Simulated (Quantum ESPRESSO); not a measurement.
# KCl (Sylvite) (Fm-3m) in Quantum ESPRESSO: a series of runs

The runs below take KCl (Sylvite) through single point, equation of state, with r2SCAN.

All numbers are computed with Quantum ESPRESSO 7.5; they aren't measurements. Logs are shortened: lines on timing, memory, paths and dates and some standing lists are left out, and cuts for length are marked.

### 1 Starting point

The structure is cubic, space group Fm-3m (No. 225). Conventional cell: a = 6.293 Å, b = 6.293 Å, c = 6.293 Å, α = 90.00°, β = 90.00°, γ = 90.00°. Around K (site symmetry m-3m) lie 6 Cl at 3.15 Å. Cl (site symmetry m-3m) has 6 K at 3.15 Å as nearest neighbours.

### 2 Single point, r2SCAN, 29.28 Å³/atom

The input, pw.in:

```
&CONTROL
  calculation = 'scf'
  prefix = 'pwscf'
  outdir = './tmp'
  pseudo_dir = './pseudo'
  tstress = .true.
  disk_io = 'nowf'
/
&SYSTEM
  ibrav = 0
  nat = 2
  ntyp = 2
  ecutwfc = 70
  nbnd = 14
  input_dft = 'r2scan'
  occupations = 'smearing'
  smearing = 'fd'
  degauss = 0.00367493
  nosym = .true.
  nr1 = 48
  nr2 = 48
  nr3 = 48
/
&ELECTRONS
  conv_thr = 1d-08
  electron_maxstep = 120
  mixing_beta = 0.5
/
ATOMIC_SPECIES
K     39.0983 K_ONCV_PBE-1.2.upf
Cl    35.4500 Cl_ONCV_PBE-1.2.upf
CELL_PARAMETERS angstrom
   0.0000000000    3.0822383035    3.0822383035
   3.0822383035    0.0000000000    3.0822383035
   3.0822383035    3.0822383035    0.0000000000
ATOMIC_POSITIONS crystal
K      0.0000000000    0.0000000000    0.0000000000
Cl     0.5000000000    0.5000000000    0.5000000000
K_POINTS automatic
5 5 5 0 0 0
```

Potentials or basis: SG15 PBE 1.2.

Started as:

```
OMP_NUM_THREADS=1 mpirun -n 4 pw.x -nk 2 -in pw.in > pw.out
```

pw.out:

```text
This program is part of the open-source Quantum ESPRESSO suite
     for quantum simulation of materials; please cite
         "P. Giannozzi et al., J. Phys.:Condens. Matter 21 395502 (2009);
         "P. Giannozzi et al., J. Phys.:Condens. Matter 29 465901 (2017);
         "P. Giannozzi et al., J. Chem. Phys. 152 154105 (2020);
     in publications or presentations arising from this work. More details at

     IMPORTANT: XC functional enforced from input :
     Exchange-correlation= R2SCAN
                           (   0   0   0   0   0 497 498)
     Any further DFT definition will be discarded
     Please, verify this is what you really want

     K-points division:     npool     =       2
     Subspace diagonalization in iterative solution of the eigenvalue problem:
     a serial algorithm will be used

     --------------------
     sticks:   dense  smooth     PW     G-vecs:    dense   smooth      PW
     Min         642     642    189                15459    15459    2513
     Max         643     643    190                15464    15464    2516
     Sum        1285    1285    379                30923    30923    5029

     Using Slab Decomposition

     bravais-lattice index     =            0
     lattice parameter (alat)  =       8.2372  a.u.
     unit-cell volume          =     395.2076 (a.u.)^3
     number of atoms/cell      =            2
     number of atomic types    =            2
     number of electrons       =        16.00
     number of Kohn-Sham states=           14
     kinetic-energy cutoff     =      70.0000  Ry
     charge density cutoff     =     280.0000  Ry
     scf convergence threshold =      1.0E-08
     mixing beta               =       0.5000
     number of iterations used =            8  plain     mixing
     Exchange-correlation= R2SCAN
                           (   0   0   0   0   0 497 498)

     celldm(1)=   8.237209  celldm(2)=   0.000000  celldm(3)=   0.000000
     celldm(4)=   0.000000  celldm(5)=   0.000000  celldm(6)=   0.000000

     crystal axes: (cart. coord. in units of alat)
               a(1) = (   0.000000   0.707107   0.707107 )
               a(2) = (   0.707107   0.000000   0.707107 )
               a(3) = (   0.707107   0.707107   0.000000 )

     reciprocal axes: (cart. coord. in units 2 pi/alat)
               b(1) = ( -0.707107  0.707107  0.707107 )
               b(2) = (  0.707107 -0.707107  0.707107 )
               b(3) = (  0.707107  0.707107 -0.707107 )

     PseudoPot. # 1 for K  read from file:
     K_ONCV_PBE-1.2.upf
     Pseudo is Norm-conserving, Zval =  9.0
     Generated using ONCVPSP code by D. R. Hamann
     Using radial grid of  602 points,  6 beta functions with:
                l(1) =   0
                l(2) =   0
                l(3) =   1
                l(4) =   1
                l(5) =   2
                l(6) =   2

     PseudoPot. # 2 for Cl read from file:
     Cl_ONCV_PBE-1.2.upf
     Pseudo is Norm-conserving, Zval =  7.0
     Generated using ONCVPSP code by D. R. Hamann
     Using radial grid of  602 points,  4 beta functions with:
                l(1) =   0
                l(2) =   0
                l(3) =   1
                l(4) =   1

     atomic species   valence    mass     pseudopotential
     K                 9.00    39.09830     K ( 1.00)
     Cl                7.00    35.45000     Cl( 1.00)

     No symmetry found

   Cartesian axes

     site n.     atom                  positions (alat units)
         1        K      tau(   1) = (   0.0000000   0.0000000   0.0000000  )
         2        Cl     tau(   2) = (   0.7071068   0.7071068   0.7071068  )

     number of k points=    63  Fermi-Dirac smearing, width (Ry)=  0.0037
                       cart. coord. in units 2pi/alat
        k(    1) = (   0.0000000   0.0000000   0.0000000), wk =   0.0160000
        k(    2) = (   0.1414214   0.1414214  -0.1414214), wk =   0.0320000
        k(    3) = (   0.2828427   0.2828427  -0.2828427), wk =   0.0320000
        k(    4) = (   0.1414214  -0.1414214   0.1414214), wk =   0.0320000
        k(    5) = (   0.2828427  -0.0000000   0.0000000), wk =   0.0320000
        k(    6) = (   0.4242641   0.1414214  -0.1414214), wk =   0.0320000
[... 55 lines left out ...]
        k(   62) = (  -0.7071068   0.1414214   0.4242641), wk =   0.0320000
        k(   63) = (  -0.5656854   0.2828427   0.2828427), wk =   0.0320000

     Dense  grid:    30923 G-vectors     FFT dimensions: (  48,  48,  48)

     WARNING: libxc functional with ID  497 depends
      on external parameters: check the user_guide of
      QE if you need to modify them or to check their
      default values.

     WARNING: libxc functional with ID  498 depends
      on external parameters: check the user_guide of
      QE if you need to modify them or to check their
      default values.

     Initial potential from superposition of free atoms

     starting charge      15.7305, renormalised to      16.0000
     Starting wfcs are random

     Self-consistent Calculation

     iteration #  1     ecut=    70.00 Ry     beta= 0.50
     Davidson diagonalization with overlap
     ethr =  1.00E-02,  avg # of iterations =  9.3

     total energy              =     -87.38920086 Ry
     estimated scf accuracy    <       2.48769940 Ry

     iteration #  2     ecut=    70.00 Ry     beta= 0.50
     Davidson diagonalization with overlap
     ethr =  1.00E-02,  avg # of iterations =  1.0

     total energy              =     -87.41026367 Ry
     estimated scf accuracy    <       0.64540360 Ry

     iteration #  3     ecut=    70.00 Ry     beta= 0.50
     Davidson diagonalization with overlap
     ethr =  4.03E-03,  avg # of iterations =  1.0

     total energy              =     -87.41408822 Ry
     estimated scf accuracy    <       0.00187048 Ry

     iteration #  4     ecut=    70.00 Ry     beta= 0.50
     Davidson diagonalization with overlap
     c_bands:  1 eigenvalues not converged
     ethr =  1.17E-05,  avg # of iterations =  8.9

     total energy              =     -87.41478466 Ry
     estimated scf accuracy    <       0.00009558 Ry

     iteration #  5     ecut=    70.00 Ry     beta= 0.50
     Davidson diagonalization with overlap
     ethr =  5.97E-07,  avg # of iterations =  3.9

     total energy              =     -87.41481159 Ry
     estimated scf accuracy    <       0.00001782 Ry

     iteration #  6     ecut=    70.00 Ry     beta= 0.50
     Davidson diagonalization with overlap
     ethr =  1.11E-07,  avg # of iterations =  3.0

     total energy              =     -87.41481624 Ry
     estimated scf accuracy    <       0.00000075 Ry
[... 5 lines left out ...]
     total energy              =     -87.41481663 Ry
     estimated scf accuracy    <       0.00000036 Ry

     iteration #  8     ecut=    70.00 Ry     beta= 0.50
     Davidson diagonalization with overlap
     ethr =  2.25E-09,  avg # of iterations =  2.0

     total energy              =     -87.41481669 Ry
     estimated scf accuracy    <       0.00000001 Ry

     iteration #  9     ecut=    70.00 Ry     beta= 0.50
     Davidson diagonalization with overlap
     ethr =  8.88E-11,  avg # of iterations =  3.0

     End of self-consistent calculation

          k = 0.0000 0.0000 0.0000 (  3839 PWs)   bands (ev):

   -27.3762 -11.9878  -9.9235  -9.9235  -9.9235   0.8578   0.8578   0.8578
     6.8228  10.0106  10.0106  10.0106  11.1364  11.1364

          k = 0.1414 0.1414-0.1414 (  3897 PWs)   bands (ev):

   -27.3714 -12.0505  -9.9267  -9.9267  -9.8378   0.3958   0.7226   0.7226
     7.7497   9.7484  10.5550  10.5550  11.7289  11.7289

          k = 0.2828 0.2828-0.2828 (  3882 PWs)   bands (ev):

   -27.3635 -12.1435  -9.9317  -9.9317  -9.7065  -0.2124   0.5181   0.5181
     9.0031  10.1565  11.9561  11.9561  13.0341  13.0341

          k = 0.1414-0.1414 0.1414 (  3897 PWs)   bands (ev):

   -27.3714 -12.0505  -9.9267  -9.9267  -9.8378   0.3958   0.7226   0.7226
     7.7497   9.7484  10.5550  10.5550  11.7289  11.7289

          k = 0.2828-0.0000 0.0000 (  3903 PWs)   bands (ev):

   -27.3698 -12.0311  -9.9473  -9.9473  -9.8418   0.2873   0.7559   0.7559
     7.9323   9.0100  11.1198  11.1198  11.4667  12.2039

          k = 0.4243 0.1414-0.1414 (  3913 PWs)   bands (ev):

   -27.3631 -12.0524  -9.9633  -9.9581  -9.8227   0.0110   0.5276   0.6085
     8.8339   9.3531  12.1264  12.2517  12.4406  12.6485

          k =-0.1414-0.4243 0.4243 (  3911 PWs)   bands (ev):

   -27.3605 -12.0825  -9.9947  -9.9442  -9.7664  -0.1017   0.4190   0.4898
     9.3733  10.1147  11.9964  12.3296  12.5807  13.9434

          k = 0.0000-0.2828 0.2828 (  3911 PWs)   bands (ev):

   -27.3656 -12.0823  -9.9759  -9.9247  -9.7701   0.0470   0.5564   0.6153
     8.7927   9.5237  11.0442  11.8893  11.9543  12.9532

          k = 0.2828-0.2828 0.2828 (  3882 PWs)   bands (ev):

   -27.3635 -12.1435  -9.9317  -9.9317  -9.7065  -0.2124   0.5181   0.5181
     9.0031  10.1565  11.9561  11.9561  13.0341  13.0341
[... 18 lines left out ...]
   -27.3605 -12.0825  -9.9947  -9.9442  -9.7664  -0.1017   0.4190   0.4898
     9.3733  10.1147  11.9964  12.3296  12.5807  13.9420

          k =-0.1414 0.1414 0.1414 (  3897 PWs)   bands (ev):

   -27.3714 -12.0505  -9.9267  -9.9267  -9.8378   0.3958   0.7226   0.7226
     7.7497   9.7484  10.5550  10.5550  11.7289  11.7289

          k =-0.0000 0.2828 0.0000 (  3903 PWs)   bands (ev):

   -27.3698 -12.0311  -9.9473  -9.9473  -9.8418   0.2873   0.7559   0.7559
     7.9323   9.0100  11.1198  11.1198  11.4667  12.2039

          k = 0.1414 0.4243-0.1414 (  3913 PWs)   bands (ev):

   -27.3631 -12.0524  -9.9633  -9.9581  -9.8227   0.0110   0.5276   0.6085
     8.8339   9.3531  12.1264  12.2517  12.4406  12.6484

          k =-0.4243-0.1414 0.4243 (  3911 PWs)   bands (ev):

   -27.3605 -12.0825  -9.9947  -9.9442  -9.7664  -0.1017   0.4190   0.4898
     9.3733  10.1147  11.9964  12.3296  12.5807  13.9419

          k =-0.2828 0.0000 0.2828 (  3911 PWs)   bands (ev):

   -27.3656 -12.0823  -9.9759  -9.9247  -9.7701   0.0470   0.5564   0.6153
     8.7927   9.5237  11.0442  11.8893  11.9543  12.9532

          k =-0.0000-0.0000 0.2828 (  3903 PWs)   bands (ev):

   -27.3698 -12.0311  -9.9473  -9.9473  -9.8418   0.2873   0.7559   0.7559
     7.9323   9.0100  11.1198  11.1198  11.4667  12.2039
[... 68 lines left out ...]
   -27.3591 -11.9964 -10.0227 -10.0127  -9.8351   0.1162   0.4396   0.4440
     9.1249   9.9761  11.4960  12.4283  13.1795  13.3623

          k =-0.2828 0.2828 0.0000 (  3911 PWs)   bands (ev):

   -27.3656 -12.0823  -9.9759  -9.9247  -9.7701   0.0470   0.5564   0.6153
     8.7927   9.5237  11.0442  11.8893  11.9543  12.9532

          k =-0.1414 0.4243-0.1414 (  3913 PWs)   bands (ev):

   -27.3631 -12.0524  -9.9633  -9.9581  -9.8227   0.0110   0.5276   0.6085
     8.8339   9.3531  12.1264  12.2517  12.4406  12.6484

          k = 0.0000 0.5657-0.2828 (  3899 PWs)   bands (ev):

   -27.3591 -11.9964 -10.0227 -10.0127  -9.8351   0.1162   0.4396   0.4440
     9.1249   9.9761  11.4960  12.4283  13.1795  13.3623

          k =-0.5657-0.0000 0.2828 (  3899 PWs)   bands (ev):

   -27.3591 -11.9964 -10.0227 -10.0127  -9.8351   0.1162   0.4396   0.4440
     9.1249   9.9761  11.4960  12.4283  13.1795  13.3623

          k =-0.4243 0.1414 0.1414 (  3913 PWs)   bands (ev):

   -27.3631 -12.0524  -9.9633  -9.9581  -9.8227   0.0110   0.5276   0.6085
     8.8339   9.3531  12.1264  12.2517  12.4406  12.6484

          k =-0.2828 0.2828 0.2828 (  3882 PWs)   bands (ev):

   -27.3635 -12.1435  -9.9317  -9.9317  -9.7065  -0.2124   0.5181   0.5181
     9.0031  10.1565  11.9561  11.9561  13.0341  13.0342
[... 108 lines left out ...]
   -27.3583 -11.9403 -10.0816  -9.9780  -9.9154   0.2136   0.3621   0.5609
     8.4602  11.0456  11.0540  12.3520  12.7366  13.2714

          k =-0.7071 0.1414 0.4243 (  3899 PWs)   bands (ev):

   -27.3591 -11.9964 -10.0227 -10.0127  -9.8351   0.1162   0.4396   0.4440
     9.1249   9.9761  11.4960  12.4283  13.1797  13.3624

          k =-0.5657 0.2828 0.2828 (  3911 PWs)   bands (ev):

   -27.3605 -12.0825  -9.9947  -9.9442  -9.7664  -0.1017   0.4190   0.4898
     9.3733  10.1147  11.9964  12.3296  12.5807  13.9419

     the Fermi energy is     3.8643 ev

!    total energy              =     -87.41481670 Ry
     estimated scf accuracy    <          1.8E-09 Ry
     smearing contrib. (-TS)   =       0.00000000 Ry
     internal energy E=F+TS    =     -87.41481670 Ry

     The total energy is F=E-TS. E is the sum of the following terms:
     one-electron contribution =     -29.36622834 Ry
     hartree contribution      =      19.64283163 Ry
     xc contribution           =     -14.73944517 Ry
     ewald contribution        =     -62.95197481 Ry

     convergence has been achieved in   9 iterations

     Computing stress (Cartesian axis) and pressure

          total   stress  (Ry/bohr**3)                   (kbar)     P=       13.00
   0.00008840   0.00000000  -0.00000000           13.00        0.00       -0.00
   0.00000000   0.00008840   0.00000000            0.00       13.00        0.00
  -0.00000000   0.00000000   0.00008839           -0.00        0.00       13.00

=------------------------------------------------------------------------------=
   JOB DONE.
=------------------------------------------------------------------------------=
```

It took 45 s on 4 MPI ranks of Intel Xeon Platinum 8488C (Sapphire Rapids), shared host; peak memory 0.32 GiB.

What came out:

* Free energy: -1189.3392 eV
* Pressure: 1.3 GPa
* Band gap on the k mesh: 5.97 eV, direct

Caveat: the potentials were made for another functional, which shifts forces and pressure; this potential file gives levels or pressures that part from those of other sets.

### 3 Single point, r2SCAN, 29.90 Å³/atom

Changes to pw.in since step 2:

```diff
@@ -32,5 +32,5 @@
 CELL_PARAMETERS angstrom
-   0.0000000000    3.0822383035    3.0822383035
-   3.0822383035    0.0000000000    3.0822383035
-   3.0822383035    3.0822383035    0.0000000000
+   0.0000000000    3.1039449222    3.1039449222
+   3.1039449222    0.0000000000    3.1039449222
+   3.1039449222    3.1039449222    0.0000000000
 ATOMIC_POSITIONS crystal
```

Potentials or basis: SG15 PBE 1.2.

Started as:

```
OMP_NUM_THREADS=1 mpirun -n 4 pw.x -nk 2 -in pw.in > pw.out
```

Run time: 47 s. Hardware: 4 MPI ranks of Intel Xeon Platinum 8488C (Sapphire Rapids), shared host; peak memory 0.32 GiB.

Results (log left out):

- Free energy: -1189.3474 eV
- Pressure: 0.8 GPa
- Band gap on the k mesh: 5.89 eV, direct

Caveat: the potentials were made for another functional, which shifts forces and pressure; this potential file gives levels or pressures that part from those of other sets.

### 4 Single point, r2SCAN, 30.53 Å³/atom

Changes to pw.in since step 3:

```diff
@@ -32,5 +32,5 @@
 CELL_PARAMETERS angstrom
-   0.0000000000    3.1039449222    3.1039449222
-   3.1039449222    0.0000000000    3.1039449222
-   3.1039449222    3.1039449222    0.0000000000
+   0.0000000000    3.1253521154    3.1253521154
+   3.1253521154    0.0000000000    3.1253521154
+   3.1253521154    3.1253521154    0.0000000000
 ATOMIC_POSITIONS crystal
```

Started as:

```
OMP_NUM_THREADS=1 mpirun -n 4 pw.x -nk 2 -in pw.in > pw.out
```

Run time: 43 s. Hardware: 4 MPI ranks of Intel Xeon Platinum 8488C (Sapphire Rapids), shared host; peak memory 0.32 GiB.

Results (log left out):

```yaml
Free_energy: -1189.3518 eV
Pressure: 0.3 GPa
Band_gap_on_the_k_mesh: 5.81 eV, direct
```

Caveat: the potentials were made for another functional, which shifts forces and pressure; this potential file gives levels or pressures that part from those of other sets.

### 5 Single point, r2SCAN, 31.15 Å³/atom

Changes to pw.in since step 4:

```diff
@@ -32,5 +32,5 @@
 CELL_PARAMETERS angstrom
-   0.0000000000    3.1253521154    3.1253521154
-   3.1253521154    0.0000000000    3.1253521154
-   3.1253521154    3.1253521154    0.0000000000
+   0.0000000000    3.1464700000    3.1464700000
+   3.1464700000    0.0000000000    3.1464700000
+   3.1464700000    3.1464700000    0.0000000000
 ATOMIC_POSITIONS crystal
```

Started as:

```
OMP_NUM_THREADS=1 mpirun -n 4 pw.x -nk 2 -in pw.in > pw.out
```

It took 45 s on 4 MPI ranks of Intel Xeon Platinum 8488C (Sapphire Rapids), shared host; peak memory 0.32 GiB.

The run converged. Its results:

```
Free energy            : -1189.3529 eV
Pressure               : -0.1 GPa
Band gap on the k mesh : 5.74 eV, direct
```

Caveat: the potentials were made for another functional, which shifts forces and pressure; this potential file gives levels or pressures that part from those of other sets.

### 6 Single point, r2SCAN, 31.77 Å³/atom

Changes to pw.in since step 5:

```diff
@@ -32,5 +32,5 @@
 CELL_PARAMETERS angstrom
-   0.0000000000    3.1464700000    3.1464700000
-   3.1464700000    0.0000000000    3.1464700000
-   3.1464700000    3.1464700000    0.0000000000
+   0.0000000000    3.1673081569    3.1673081569
+   3.1673081569    0.0000000000    3.1673081569
+   3.1673081569    3.1673081569    0.0000000000
 ATOMIC_POSITIONS crystal
```

Potentials or basis: SG15 PBE 1.2.

Started as:

```
OMP_NUM_THREADS=1 mpirun -n 4 pw.x -nk 2 -in pw.in > pw.out
```

It took 46 s on 4 MPI ranks of Intel Xeon Platinum 8488C (Sapphire Rapids), shared host; peak memory 0.36 GiB.

It converged, with:

- Free energy: -1189.3511 eV
- Pressure: -0.4 GPa
- Band gap on the k mesh: 5.67 eV, direct

Caveat: the potentials were made for another functional, which shifts forces and pressure; this potential file gives levels or pressures that part from those of other sets.

### 7 Single point, r2SCAN, 32.40 Å³/atom

Changes to pw.in since step 6:

```diff
@@ -32,5 +32,5 @@
 CELL_PARAMETERS angstrom
-   0.0000000000    3.1673081569    3.1673081569
-   3.1673081569    0.0000000000    3.1673081569
-   3.1673081569    3.1673081569    0.0000000000
+   0.0000000000    3.1878756693    3.1878756693
+   3.1878756693    0.0000000000    3.1878756693
+   3.1878756693    3.1878756693    0.0000000000
 ATOMIC_POSITIONS crystal
```

Started as:

```
OMP_NUM_THREADS=1 mpirun -n 4 pw.x -nk 2 -in pw.in > pw.out
```

Run time: 46 s. Hardware: 4 MPI ranks of Intel Xeon Platinum 8488C (Sapphire Rapids), shared host; peak memory 0.36 GiB.

It converged, with:

* Free energy: -1189.3467 eV
* Pressure: -0.7 GPa
* Band gap on the k mesh: 5.61 eV, direct

Caveat: the potentials were made for another functional, which shifts forces and pressure; this potential file gives levels or pressures that part from those of other sets.

### 8 Single point, r2SCAN, 33.02 Å³/atom

Changes to pw.in since step 7:

```diff
@@ -32,5 +32,5 @@
 CELL_PARAMETERS angstrom
-   0.0000000000    3.1878756693    3.1878756693
-   3.1878756693    0.0000000000    3.1878756693
-   3.1878756693    3.1878756693    0.0000000000
+   0.0000000000    3.2081811574    3.2081811574
+   3.2081811574    0.0000000000    3.2081811574
+   3.2081811574    3.2081811574    0.0000000000
 ATOMIC_POSITIONS crystal
```

Started as:

```
OMP_NUM_THREADS=1 mpirun -n 4 pw.x -nk 2 -in pw.in > pw.out
```

Run time: 45 s. Hardware: 4 MPI ranks of Intel Xeon Platinum 8488C (Sapphire Rapids), shared host; peak memory 0.36 GiB.

The run converged. Its results:

```
Free energy            : -1189.3399 eV
Pressure               : -1.0 GPa
Band gap on the k mesh : 5.55 eV, direct
```

Caveat: the potentials were made for another functional, which shifts forces and pressure; this potential file gives levels or pressures that part from those of other sets.

### 9 Equation of state, r2SCAN

Potentials or basis: SG15 PBE 1.2.

This step only gathers the single runs of the series.

Results:

```yaml
Equilibrium_volume: 31.07 Å³/atom
Bulk_modulus: 19.2 GPa
Pressure_derivative_of_the_bulk_modulus: 5.0
```

Energy against volume, from the lowest point:
```tsv
volume (Å³/atom)	energy (meV/atom)
29.282	6.89
29.905	2.79
30.528	0.56
31.151	0.00
31.774	0.91
32.397	3.13
33.020	6.50
```

Caveat: the potentials were made for another functional, which shifts forces and pressure; this potential file gives levels or pressures that part from those of other sets.
